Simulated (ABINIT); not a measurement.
# GaSb (Immm) in ABINIT: reference runs

Aim: a first look at GaSb with PBE, on the cell as given.

Everything below comes from runs of ABINIT 10.8.3 (patched build). Logs are shortened: lines on timing, memory, paths and dates and some standing lists are left out, and cuts for length are marked. The log counts tension as positive stress, the text compression.

### 1 Starting point

Symmetry: Immm, No. 71, orthorhombic system. Conventional cell: a = 3.112 Å, b = 5.350 Å, c = 5.787 Å, α = 90.00°, β = 90.00°, γ = 90.00°. Around Sb (site symmetry mmm) lie 6 Ga at 2.89 to 3.09 Å and 2 Sb at 3.11 Å. Ga (site symmetry mmm) is surrounded by 6 Sb at 2.89 to 3.09 Å and 2 Ga at 3.11 Å.

Measurements of this composition are mostly on another form, of space group No. 216.

### 2 Single point, PBE

File run.abi:

```
# Pseudopotentials
pp_dirpath "./"
pseudos "Sb.GGA_PBE-JTH.xml, Ga.GGA_PBE-JTH.xml"

# Structure
acell 3*1.0 Angstrom
rprim
    -1.5559010000     2.6750030000     2.8933130000
     1.5559010000    -2.6750030000     2.8933130000
     1.5559010000     2.6750030000    -2.8933130000
ntypat 2
znucl 51 31
natom 2
typat 1 2
xcart
     0.0000000000     0.0000000000     2.8933130000
     0.0000000000     0.0000000000     0.0000000000 Angstrom
chkprim 0
chksymtnons 0
tolsym 1.0e-6

# Plane-wave basis
ecut 17.0
pawecutdg 34.0
pawxcdev 0

# k points
kptopt 1
ngkpt 10 10 10
nshiftk 1
shiftk 0.0 0.0 0.0

# Exchange and correlation
ixc 11

# Bands and occupations
nband 18
occopt 3
tsmear 0.05 eV

# SCF cycle
nstep 100
tolvrs 1.0e-9

# Output
iomode 3
prtwf 0
prtden 0
prteig 0
prtebands 0
enunit 2
```

Potentials or basis: JTH PAW PBE v2.0.

Run with:

```bash
abinit run.abi > log 2>&1
```

run.abo:

```text
.Version 10.8.3 of ABINIT
 Symmetries : space group Im m m (# 71); Bravais oI (body-center ortho.)
================================================================================
 Values of the parameters that define the memory need of the present run
     intxc =       0    ionmov =       0      iscf =      17    lmnmax =      18
     lnmax =       6     mgfft =      30  mpssoang =       3    mqgrid =    3001
     natom =       2  nloc_mem =       2    nspden =       1   nspinor =       1
    nsppol =       1      nsym =       8    n1xccc =       1    ntypat =       2
    occopt =       3   xclevel =       2
       mpw =        1116          nfft =       27000          nkpt =         171
 PAW method is used; the additional fine FFT grid is defined by:
   mgfftf=        45    nfftf =     91125
================================================================================
================================================================================

--------------------------------------------------------------------------------
------------- Echo of variables that govern the present computation ------------
--------------------------------------------------------------------------------
 -outvars: echo values of preprocessed input variables --------
            acell      1.8897261259E+00  1.8897261259E+00  1.8897261259E+00 Bohr
              amu      1.21753000E+02  6.97230000E+01
          chkprim           0
      chksymtnons           0
             ecut      1.70000000E+01 Hartree
           enunit           2
                       outvar_i_n : Printing only first  50 k-points.
              ixc          11
                       outvar_i_n : Printing only first  50 k-points.
         kptrlatt       10    0    0      0   10    0      0    0   10
          kptrlen      5.88045354E+01
            natom           2
            nband          18
            ngfft          30      30      30
          ngfftdg          45      45      45
             nkpt         171
            nstep         100
             nsym           8
           ntypat           2
                       prtocc : prtvol=0, do not print more k-points.
           occopt           3
        pawecutdg      3.40000000E+01 Hartree
         pawxcdev           0
           prtden           0
        prtebands           0
           prteig           0
            prtwf           0
            rprim     -1.5559010000E+00  2.6750030000E+00  2.8933130000E+00
                       1.5559010000E+00 -2.6750030000E+00  2.8933130000E+00
                       1.5559010000E+00  2.6750030000E+00 -2.8933130000E+00
          spgroup          71
           tolsym      1.00000000E-06
           tolvrs      1.00000000E-09
           tsmear      1.83746611E-03 Hartree
            typat      1  2
           useylm           1
                       outvars : Printing only first  50 k-points.
           xangst     -2.2045522098E-17 -3.7902050162E-17  2.8933130000E+00
                       0.0000000000E+00  0.0000000000E+00  0.0000000000E+00
            xcart     -4.1659999068E-17 -7.1624494417E-17  5.4675691665E+00
                       0.0000000000E+00  0.0000000000E+00  0.0000000000E+00
             xred      5.0000000000E-01  5.0000000000E-01 -1.4168974824E-17
                       0.0000000000E+00  0.0000000000E+00  0.0000000000E+00
            znucl       51.00000   31.00000

================================================================================

 chkinp: Checking input parameters for consistency.

================================================================================
== DATASET  1 ==================================================================

--- !DatasetInfo
iteration_state: {dtset: 1, }
dimensions: {natom: 2, nkpt: 171, mband: 18, nsppol: 1, nspinor: 1, nspden: 1, mpw: 1116, }
cutoff_energies: {ecut:  17.0, pawecutdg:  34.0, }
electrons: {nelect:   2.80000000E+01, charge:   0.00000000E+00, occopt:   3.00000000E+00, tsmear:   1.83746611E-03, }
meta: {optdriver: 0, ionmov: 0, optcell: 0, iscf: 17, paral_kgb: 0, }
...

 Exchange-correlation functional for the present dataset will be:
  GGA: Perdew-Burke-Ernzerhof functional - ixc=11
  J.P.Perdew, K.Burke, M.Ernzerhof, PRL 77, 3865 (1996)

 Real(R)+Recip(G) space primitive vectors, cartesian coordinates (Bohr,Bohr^-1):
 R(1)= -2.9402268  5.0550231  5.4675692  G(1)=  0.0000000  0.0989115  0.0914483
 R(2)=  2.9402268 -5.0550231  5.4675692  G(2)=  0.1700549  0.0000000  0.0914483
 R(3)=  2.9402268  5.0550231 -5.4675692  G(3)=  0.1700549  0.0989115  0.0000000
 Unit cell volume ucvol=  3.2505604E+02 bohr^3
 Angles (23,13,12)=  1.36906161E+02  1.01689814E+02  9.38503692E+01 degrees

 Coarse grid specifications (used for wave-functions):

 getcut: wavevector=  0.0000  0.0000  0.0000  ngfft=  30  30  30
         ecut(hartree)=     17.000   => boxcut(ratio)=   2.01898

 Fine grid specifications (used for densities):

 getcut: wavevector=  0.0000  0.0000  0.0000  ngfft=  45  45  45
         ecut(hartree)=     34.000   => boxcut(ratio)=   2.09446

--- Pseudopotential description ------------------------------------------------
- pspini: atom type   1  psp file is ./Sb.GGA_PBE-JTH.xml
 Pseudopotential format is: paw10
 basis_size (lnmax)=  6 (lmn_size= 18), orbitals=   0   0   1   1   2   2
 Spheres core radius: rc_sph= 2.40089151
 Shapefunction is BESSEL type: shapef(r,l)=aa(1,l)*jl(q(1,l)*r)+aa(2,l)*jl(q(2,l)*r)
 Radius for shape functions =  2.00542650
 Compensation charge density is not taken into account in XC energy/potential

- pspini: atom type   2  psp file is ./Ga.GGA_PBE-JTH.xml
 Pseudopotential format is: paw10
 basis_size (lnmax)=  6 (lmn_size= 18), orbitals=   0   0   1   1   2   2
 Spheres core radius: rc_sph= 2.10359248
 Shapefunction is BESSEL type: shapef(r,l)=aa(1,l)*jl(q(1,l)*r)+aa(2,l)*jl(q(2,l)*r)
 Radius for shape functions =  1.80829011
 Compensation charge density is not taken into account in XC energy/potential

   1.37766554E+03                                ecore*ucvol(ha*bohr**3)
--------------------------------------------------------------------------------

================================================================================

--- !BeginCycle
iteration_state: {dtset: 1, }
solver: {iscf: 17, nstep: 100, nline: 4, wfoptalg: 10, }
tolerances: {tolvrs: 1.00E-09, }
...

     iter   Etot(hartree)      deltaE(h)  residm     nres2
 ETOT  1  -160.74933338773    -1.607E+02 2.626E+01 1.292E+00
 ETOT  2  -161.69088008310    -9.415E-01 3.509E-02 4.339E-01
 ETOT  3  -161.68922529692     1.655E-03 4.608E-02 8.476E-02
 ETOT  4  -161.68921144465     1.385E-05 1.551E-02 7.243E-03
 ETOT  5  -161.68922431965    -1.287E-05 1.823E-03 5.378E-04
 ETOT  6  -161.68922620581    -1.886E-06 1.235E-03 9.398E-05
 ETOT  7  -161.68922606443     1.414E-07 5.805E-04 3.802E-06
 ETOT  8  -161.68922608480    -2.037E-08 2.929E-04 3.231E-07
 ETOT  9  -161.68922608642    -1.624E-09 1.552E-04 1.175E-08
 ETOT 10  -161.68922608645    -2.177E-11 1.398E-04 6.718E-10

 At SCF step   10       nres2   =  6.72E-10 < tolvrs=  1.00E-09 =>converged.

 Cartesian components of stress tensor (hartree/bohr^3)
  sigma(1 1)= -2.32290856E-05  sigma(3 2)=  0.00000000E+00
  sigma(2 2)=  2.20690999E-05  sigma(3 1)=  0.00000000E+00
  sigma(3 3)=  3.54100131E-05  sigma(2 1)=  0.00000000E+00

--- !ResultsGS
iteration_state: {dtset: 1, }
comment   : Summary of ground state results
lattice_vectors:
- [ -2.9402268,   5.0550231,   5.4675692, ]
- [  2.9402268,  -5.0550231,   5.4675692, ]
- [  2.9402268,   5.0550231,  -5.4675692, ]
lattice_lengths: [   8.00578,    8.00578,    8.00578, ]
lattice_angles: [136.906, 101.690,  93.850, ] # degrees, (23, 13, 12)
lattice_volume:   3.2505604E+02
convergence: {deltae: -2.177E-11, res2:  6.718E-10, residm:  1.398E-04, diffor: null, }
etotal    :  -1.61689226E+02
entropy   :   0.00000000E+00
fermie    :   2.33838703E-01
cartesian_stress_tensor: # hartree/bohr^3
- [ -2.32290856E-05,   0.00000000E+00,   0.00000000E+00, ]
- [  0.00000000E+00,   2.20690999E-05,   0.00000000E+00, ]
- [  0.00000000E+00,   0.00000000E+00,   3.54100131E-05, ]
pressure_GPa:  -3.3589E-01
xred      :
- [  5.0000E-01,   5.0000E-01,  -1.4169E-17, Sb]
- [  0.0000E+00,   0.0000E+00,   0.0000E+00, Ga]
cartesian_forces: # hartree/bohr
- [ -0.00000000E+00,  -0.00000000E+00,  -0.00000000E+00, ]
- [ -0.00000000E+00,  -0.00000000E+00,  -0.00000000E+00, ]
force_length_stats: {min:   0.00000000E+00, max:   0.00000000E+00, mean:   0.00000000E+00, }
...

 Integrated electronic density in atomic spheres:
 ------------------------------------------------
 Atom  Sphere_radius  Integrated_density
    1        2.40089         12.41303402
    2        2.10359         10.96829589

================================================================================

 ----iterations are completed or convergence reached----

 Mean square residual over all n,k,spin=   24.154E-08; max=  13.979E-05
 reduced coordinates (array xred) for    2 atoms
       0.500000000000      0.500000000000     -0.000000000000
       0.000000000000      0.000000000000      0.000000000000
 rms dE/dt=  0.0000E+00; max dE/dt=  0.0000E+00; dE/dt below (all hartree)
    1       0.000000000000      0.000000000000      0.000000000000
    2       0.000000000000      0.000000000000      0.000000000000

 cartesian coordinates (angstrom) at end:
    1     -0.00000000000000    -0.00000000000000     2.89331300000000
    2      0.00000000000000     0.00000000000000     0.00000000000000

 cartesian forces (hartree/bohr) at end:
    1     -0.00000000000000    -0.00000000000000    -0.00000000000000
    2     -0.00000000000000    -0.00000000000000    -0.00000000000000
 frms,max,avg= 0.0000000E+00 0.0000000E+00   0.000E+00  0.000E+00  0.000E+00 h/b

 cartesian forces (eV/Angstrom) at end:
    1     -0.00000000000000    -0.00000000000000    -0.00000000000000
    2     -0.00000000000000    -0.00000000000000    -0.00000000000000
 frms,max,avg= 0.0000000E+00 0.0000000E+00   0.000E+00  0.000E+00  0.000E+00 e/A
 length scales=  1.889726125908  1.889726125908  1.889726125908 bohr
              =  1.000000000000  1.000000000000  1.000000000000 angstroms
 Fermi (or HOMO) energy (hartree) =   0.23384   Average Vxc (hartree)=  -0.35424
 Eigenvalues (hartree) for nkpt= 171  k points:
 kpt#   1, nband= 18, wtk=  0.00100, kpt=  0.0000  0.0000  0.0000 (reduced coord)
  -0.83404   -0.82982   -0.82931   -0.82896   -0.82877   -0.31403   -0.31045   -0.31040
  -0.30990   -0.30872   -0.20546    0.11567    0.15463    0.17067    0.35825    0.43010
   0.45921    0.51084
      occupation numbers for kpt#   1
   2.00000    2.00000    2.00000    2.00000    2.00000    2.00000    2.00000    2.00000
   2.00000    2.00000    2.00000    2.00000    2.00000    2.00000    0.00000    0.00000
   0.00000    0.00000
 prteigrs : prtvol=0 or 1, do not print more k-points.

 Fermi (or HOMO) energy (eV) =   6.36308   Average Vxc (eV)=  -9.63923
 Eigenvalues (   eV  ) for nkpt= 171  k points:
 kpt#   1, nband= 18, wtk=  0.00100, kpt=  0.0000  0.0000  0.0000 (reduced coord)
 -22.69533  -22.58067  -22.56663  -22.55718  -22.55192   -8.54524   -8.44770   -8.44637
  -8.43278   -8.40069   -5.59092    3.14755    4.20767    4.64425    9.74856   11.70358
  12.49566   13.90057
 prteigrs : prtvol=0 or 1, do not print more k-points.

--- !EnergyTerms
iteration_state     : {dtset: 1, }
comment             : Components of total free energy in Hartree
kinetic             :  8.97738541781479E+00
hartree             :  4.48605525793001E+01
xc                  : -3.95287424350071E+00
Ewald energy        : -1.03029577290250E+02
psp_core            :  4.23824004955593E+00
local_psp           : -1.28538443548166E+02
PAW spherical_terms :  1.57556891519512E+01
internal            : -1.61689027883295E+02
'-kT*entropy'       : -2.01802572407418E-04
total_energy        : -1.61689229685867E+02
total_energy_eV     : -4.39978808079727E+03
...

--- !EnergyTermsDC
iteration_state     : {dtset: 1, }
comment             : '"Double-counting" decomposition of free energy'
band_energy         : -1.09538558230965E+01
Ewald energy        : -1.03029577290250E+02
psp_core            :  4.23824004955593E+00
xc_dc               : -4.41168371328881E+01
PAW spherical_terms : -7.82699408719486E+00
internal            : -1.61689024283873E+02
'-kT*entropy'       : -2.01802572407418E-04
total_energy_dc     : -1.61689226086446E+02
total_energy_dc_eV  : -4.39978798285202E+03
...

--- !EnergyTermsWithPAWCore
iteration_state     : {dtset: 1, }
comment             : 'Components of total free energy, including PAW core contributions'
Total energy        : -8.42564235497814E+03
Total energy DC     : -8.42564235137872E+03
Total energy (eV)   : -2.29273408491807E+05
Total energy DC (eV): -2.29273408393862E+05
...

 Cartesian components of stress tensor (hartree/bohr^3)
  sigma(1 1)= -2.32290856E-05  sigma(3 2)=  0.00000000E+00
  sigma(2 2)=  2.20690999E-05  sigma(3 1)=  0.00000000E+00
  sigma(3 3)=  3.54100131E-05  sigma(2 1)=  0.00000000E+00

-Cartesian components of stress tensor (GPa)         [Pressure= -3.3589E-01 GPa]
- sigma(1 1)= -6.83423292E-01  sigma(3 2)=  0.00000000E+00
- sigma(2 2)=  6.49295337E-01  sigma(3 1)=  0.00000000E+00
- sigma(3 3)=  1.04179855E+00  sigma(2 1)=  0.00000000E+00

== END DATASET(S) ==============================================================
================================================================================

 -outvars: echo values of variables after computation  --------
            acell      1.8897261259E+00  1.8897261259E+00  1.8897261259E+00 Bohr
           etotal     -1.6168922609E+02
            fcart     -0.0000000000E+00 -0.0000000000E+00 -0.0000000000E+00
                      -0.0000000000E+00 -0.0000000000E+00 -0.0000000000E+00
            rprim     -1.5559010000E+00  2.6750030000E+00  2.8933130000E+00
                       1.5559010000E+00 -2.6750030000E+00  2.8933130000E+00
                       1.5559010000E+00  2.6750030000E+00 -2.8933130000E+00
           strten     -2.3229085552E-05  2.2069099936E-05  3.5410013091E-05
                       0.0000000000E+00  0.0000000000E+00  0.0000000000E+00
           xangst     -2.2045522098E-17 -3.7902050162E-17  2.8933130000E+00
                       0.0000000000E+00  0.0000000000E+00  0.0000000000E+00
             xred      5.0000000000E-01  5.0000000000E-01 -1.4168974824E-17
                       0.0000000000E+00  0.0000000000E+00  0.0000000000E+00
 Calculation completed.
```

It took 1.9 min on 1 thread of Arm Neoverse V1, shared host; peak memory 0.2 GiB.

What came out:

- Free energy: -4399.7880 eV
- Pressure: -0.3 GPa
- Band gap on the k mesh: none (metal or under the smearing width)
- Valence electrons inside the program's atomic spheres: Sb 12.41; Ga 10.97

Stress tensor (GPa, compression positive):
```
 0.68  0.00  0.00
 0.00 -0.65  0.00
 0.00  0.00 -1.04
```
